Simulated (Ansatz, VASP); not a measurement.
## H: VASP beside Ansatz

The input INCAR:

```
SYSTEM = H
  ALGO = Normal
  EDIFF = 1E-6
  ENCUT = 520
  GGA = PE
  ISIF = 2
  ISMEAR = 0
  LASPH = .True.
  LCHARG = .False.
  LREAL = .False.
  LWAVE = .False.
  NBANDS = 10
  NELM = 60
  PREC = Accurate
  SIGMA = 0.02
```

File KPOINTS:

```
k-points
0
Gamma
  6 6 6
  0 0 0
```

POSCAR

```
H
1.0
    3.5613996778      0.0000000000      0.0000000000
    0.0000000000      3.5613996778      0.0000000000
    0.0000000000      0.0000000000      4.8164539190
H
4
Direct
    0.0000000000      0.0000000000      0.9220742633
    0.0000000000      0.0000000000      0.0779257367
    0.5000000000      0.5000000000      0.4220742633
    0.5000000000      0.5000000000      0.5779257367
```

Input for Ansatz:

```yaml
crystal:
  lattice:
    - [3.5613996778, 0.0, 0.0]
    - [0.0, 3.5613996778, 0.0]
    - [0.0, 0.0, 4.816453919]
  atoms:
    - { symbol: H, position: [0.0, 0.0, 0.9220742633] }
    - { symbol: H, position: [0.0, 0.0, 0.0779257367] }
    - { symbol: H, position: [0.5, 0.5, 0.4220742633] }
    - { symbol: H, position: [0.5, 0.5, 0.5779257367] }
basis:
  ecutwfc: 420
kpoints:
  mp_grid: { grid: [6, 6, 6] }
  band_path: { path: [VBM, CBM], npoints: 2 }
hamiltonian:
  xc: pbe
scf:
  occupations: { method: gaussian, width: 0.02 }
output:
  forces: true
  stress: true
  eigenvalues: true
checkpoint:
  read: start.run
  write: ck
  compress: false
  write_wavefunctions: false
  write_every: 100000
```

Alike in both runs: task single point; functional PBE; k mesh 6 × 6 × 6; occupations gaussian, width 0.02 eV; no spin polarisation.

```csv
,VASP,Ansatz
version,VASP 6.6.1,Ansatz 0.2.0
potentials or method,"VASP PAW PBE potentials, release 64 (H)","scalar-relativistic, plane waves, PAW"
plane-wave cutoff (eV),520,420
valence electrons in the cell,4,4
```

|  | VASP | Ansatz | Ansatz less VASP |
| --- | --- | --- | --- |
| gap on the k mesh at the Fermi level (eV) | 9.38 | 9.38 | 0.000 |
| least direct gap on the mesh (eV) | 9.64 | 9.64 | -0.002 |
| pressure (GPa) | -0.1 | 0.0 | +0.17 |
| largest component of the traceless stress (GPa) | 0.07 | 0.02 | -0.055 |
| rms of the force components (eV/Å) | 0.006 | 0.000 | -0.0059 |

Atom by atom the forces differ by 0.007 eV/Å (rms over components).

A k mesh can miss the band edges. PBE gaps usually lie below the measured ones, often by a third to a half.
